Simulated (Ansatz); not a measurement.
An Ansatz input:

```yaml
crystal:
  lattice:
    - [3.1360302227, 0.0, 0.0]
    - [-1.5680151114, 2.7158818399, 0.0]
    - [0.0, 0.0, 10.2422747074]
  atoms:
    - { symbol: Se, position: [0.0, 0.0, 0.0] }
    - { symbol: Se, position: [0.0, 0.0, 0.5] }
    - { symbol: Se, position: [0.3333333333, 0.6666666667, 0.25] }
    - { symbol: Se, position: [0.6666666667, 0.3333333333, 0.75] }
hamiltonian:
  xc: revpbe
  pseudopotentials:
    kind: paw
    azcp:
      Se: "pseudopotentials/Se.paw.azcp"
basis:
  ecutwfc: 420
  fft_grid_basis: typed
kpoints:
  mp_grid: { grid: [12, 12, 3], shift: [0, 0, 0] }
magnetization:
  spin_polarized: false
scf:
  occupations: { method: fermi_dirac, width: 0.1 }
relax:
  max_steps: 60
  f_tol: 0.01
  cell: {}
```

Output

```
Engine: ansatz 0.2.0, x86_64-unknown-linux-gnu
Pseudopotentials: kind: paw
Pseudopotential: Se, paw, valence charge 16, recommended cutoff 420 eV (normal) 
Functional definition: revPBE
  parameter kappa = 1.245
  parameter beta = 0.06672455060314922
  exchange = pbe_x(kappa = kappa, mu = beta*pi^2/3)
  correlation = pbe_c(beta = beta)
Crystal: 4 atoms, lattice volume = 87.234 Å³
Basis set: ecut = 420 eV, 1679 PW (Γ), exchange–correlation on 48×48×144 points (8 copies of the dense FFT grid, shifted against one another)
Bands: 39, of which v1, the nominal top of the filled ones, is band 32 counted from 1 (31 counted from 0)
Symmetry: 24 space group operations
Space group: P63/mmc (ITA 194), of the structure as read, at distance tolerance 4.4e-5 Å
k-points: 38 of 432
Non-local potential: Se, projectors of the file, l = 0: 2, l = 1: 2, l = 2: 3, l = 3: 1
PAW form: soft (Blöchl's): semilocal exchange-correlation on the pseudo side does not see the compensation charge
PAW frozen core: Se, regenerated for the run's functional, and the local potential with it (the file was generated under x = pbe(κ = 0.804, μ = 0.2195149727645171), c = pbe(β = 0.06672455060314922))
PAW one-centre angular grid: Se, 590 points (default); XC on 64 Gauss nodes
Initial density: superposition of atomic densities (neutral atoms: chi_scale 0, normalization atom), corrected by the library's trained network
Initial wavefunctions: pseudopotential atomic-orbital guess
Functional: x = revpbe(κ = 1.245, μ = 0.2195149727645171), c = pbe(β = 0.06672455060314922)
SCF iter   1: F=—  HF=-21890.399376 eV  |F-HF|=—  |Δ(HF+E_count)|=         —  Δρ=3.31e-3  dr2=7.01e-3  ethr=1.77e-3  ⟨swp⟩=6.8  Hψ=5637  notcnv=0
SCF iter   2: F=—  HF=-21890.399398 eV  |F-HF|=—  |Δ(HF+E_count)|=   2.24e-5  Δρ=1.99e-3  dr2=2.89e-3  ethr=1.09e-5  ⟨swp⟩=1.4  Hψ=2010  notcnv=0
SCF iter   3: F=—  HF=-21890.399596 eV  |F-HF|=—  |Δ(HF+E_count)|=   1.98e-4  Δρ=2.44e-4  dr2=5.90e-5  ethr=4.52e-6  ⟨swp⟩=2.7  Hψ=2537  notcnv=0
SCF iter   4: F=—  HF=-21890.399490 eV  |F-HF|=—  |Δ(HF+E_count)|=   1.05e-4  Δρ=1.81e-4  dr2=2.07e-5  ethr=9.21e-8  ⟨swp⟩=2.0  Hψ=2696  notcnv=0
SCF iter   5: F=—  HF=-21890.399459 eV  |F-HF|=—  |Δ(HF+E_count)|=   3.13e-5  Δρ=5.35e-5  dr2=3.50e-6  ethr=3.23e-8  ⟨swp⟩=2.0  Hψ=2678  notcnv=0
SCF iter   6: F=—  HF=-21890.399458 eV  |F-HF|=—  |Δ(HF+E_count)|=   1.49e-6  Δρ=1.25e-5  dr2=1.61e-7  ethr=5.47e-9  ⟨swp⟩=2.0  Hψ=2692  notcnv=0
SCF iter   7: F=-21890.399458 eV  HF=-21890.399458 eV  |F-HF|=5.76e-9  |Δ(HF+E_count)|=   7.06e-8  Δρ=3.02e-6  dr2=1.30e-8  ethr=1.56e-10  ⟨swp⟩=4.0  Hψ=5266  notcnv=0
SCF 1 converged in 7 iterations: F = -21890.399458 eV  dr2 = 1.30e-8
...
iter 1 solved again at ethr=4.54e-8 eV; its pass at ethr=3.10e-3 eV (dr2=2.90e-5 eV) is discarded
SCF iter   1: F=—  HF=-21892.096540 eV  |F-HF|=—  |Δ(HF+E_count)|=         —  Δρ=7.09e-4  dr2=1.23e-5  ethr=4.54e-8  ⟨swp⟩=2.9  Hψ=9120  notcnv=0
SCF iter   2: F=—  HF=-21892.105865 eV  |F-HF|=—  |Δ(HF+E_count)|=   9.32e-3  Δρ=2.92e-5  dr2=1.20e-6  ethr=1.93e-8  ⟨swp⟩=2.1  Hψ=1988  notcnv=0
SCF iter   3: F=—  HF=-21892.105865 eV  |F-HF|=—  |Δ(HF+E_count)|=   9.56e-7  Δρ=1.18e-5  dr2=2.06e-7  ethr=1.88e-9  ⟨swp⟩=2.0  Hψ=1952  notcnv=0
SCF iter   4: F=—  HF=-21892.105866 eV  |F-HF|=—  |Δ(HF+E_count)|=   4.84e-7  Δρ=2.34e-6  dr2=6.85e-9  ethr=3.22e-10  ⟨swp⟩=2.0  Hψ=1954  notcnv=0
SCF iter   5: F=—  HF=-21892.105866 eV  |F-HF|=—  |Δ(HF+E_count)|=   2.12e-9  Δρ=7.59e-7  dr2=8.27e-10  ethr=1.07e-11  ⟨swp⟩=2.0  Hψ=2708  notcnv=0
SCF iter   6: F=-21892.105866 eV  HF=-21892.105866 eV  |F-HF|=1.86e-10  |Δ(HF+E_count)|=  1.96e-10  Δρ=2.11e-7  dr2=2.92e-11  ethr=1.00e-12  ⟨swp⟩=3.1  Hψ=6466  notcnv=0
SCF 15 converged in 6 iterations: F = -21892.105866 eV  dr2 = 2.92e-11
relax step  15: F+E_penalty+E_count = -21892.10586594 eV  Δ(F+E_penalty+E_count) = -5.792e-5 eV  max|allowed force component| = 3.701e-17 eV/Å  Δτ_max = 0.0000 Å  P = +0.002 GPa  Ω = 93.185 Å³  stress off target by 5.76e-3 GPa  SCF on the basis re-selected at this cell (its energy is not comparable with the rows above)  (6 SCF iters)
basis re-selected at this cell: Δ(F+E_penalty+E_count) = -5.792e-5 eV, ΔP = -0.002 GPa vs the last step (what re-selecting the basis moved, of the pressure what is left beyond the Pulay correction that the steps carried, after the strain that the cell walked since its last selection, with what the two solves' SCF thresholds leave and, on support functions, any second-order correction that the steps lacked; it is no measure of the basis error at this ecutwfc). This SCF's stress stands 5.76e-3 GPa from its target on what of the cell is left free (relax.cell.stress_tol is 5.00e-2 GPa) and its largest allowed force component is 3.70e-17 eV/Å (relax.f_tol is 1.00e-2 eV/Å): within both
SCF converged after 6 iterations
Free energy (F): -21892.105866 eV
Harris-Foulkes:  -21892.105866 eV  (|F-HF|=1.86e-10)
Internal energy: -21891.991055 eV  (E = F + TS)
E sigma→0 (E₀):  -21892.048461 eV
Entropy (-TS):   -0.114811 eV (-28.703 meV/atom)
Fermi energy:    9.314629 eV
--- Per-component energies (eV) ---
  E_band       = -1496.558199
  E_kinetic    = 464.155962
  E_local      = -9090.572834  (includes V_loc(G=0)·N_el)
  E_nonlocal   = -2381.099233
  E_hartree    = 4512.251492
  E_xc         = -413.086202
  E_vxc        = -387.017941  (∫ρ·V_xc dr)
  E_paw        = -7664.520342  (= ΣΔE_a)
  E_vpaw       = 873.475167  (= ΣTr[D̂ρ^β])
  E_aug_tail   = -0.002371  (compensation charges beyond the density's cutoff)
  E_ewald      = -7318.327808
  E_core_change = -0.789718  (= ΣΔE_core)
  E_smearing   = -0.114811  (= −TS)
  E_closure    = -0.000000  (closes the sum)
  Σ components = -21892.105866   (vs F -21892.105866, Δ=0.00e0)
--- Forces (eV/Å), atoms counted from 1 ---
  atom   1  Se     0.00000000    -0.00000000     0.00000000
  atom   2  Se     0.00000000    -0.00000000    -0.00000000
  atom   3  Se     0.00000000     0.00000000    -0.00000000
  atom   4  Se    -0.00000000     0.00000000     0.00000000
  max |Σ_I F_I| component: 4.63e-18 eV/Å
--- Stress (GPa, compression-positive) ---
        0.005760       0.000000      -0.000000
        0.000000       0.005760      -0.000000
       -0.000000      -0.000000      -0.005519
  P = ⅓ Tr σ = 0.0020 GPa (0.020 kbar)
--- Relaxed structure (13 steps of the walk, 13 accepted, 2 SCFs on fresh bases) ---
  F+E_penalty+E_count = -21892.10586594 eV   max|allowed force component| = 3.701e-17 eV/Å   (the final SCF, on the basis selected at the relaxed cell)
  cell:  # Å, volume = 93.1847 Å³
    - [3.8505116606558647, 3.544445720520042e-11, 2.1335434158449928e-33]
    - [-1.9252558303586278, 3.3346409156784627, -2.8051519807075844e-34]
    - [4.596015674060845e-33, 4.225369248733355e-33, 7.257332683624137]
  atoms:
    - { symbol: Se, position: [5.45170741435621e-34, 1.936158630063371e-34, -9.785514722339119e-35] }
    - { symbol: Se, position: [-5.11072151292791e-34, -1.0910585710656053e-34, 0.5] }
    - { symbol: Se, position: [0.33333333333333326, 0.6666666666666667, 0.25] }
    - { symbol: Se, position: [0.6666666666666667, 0.3333333333333333, 0.7500000000000001] }
```
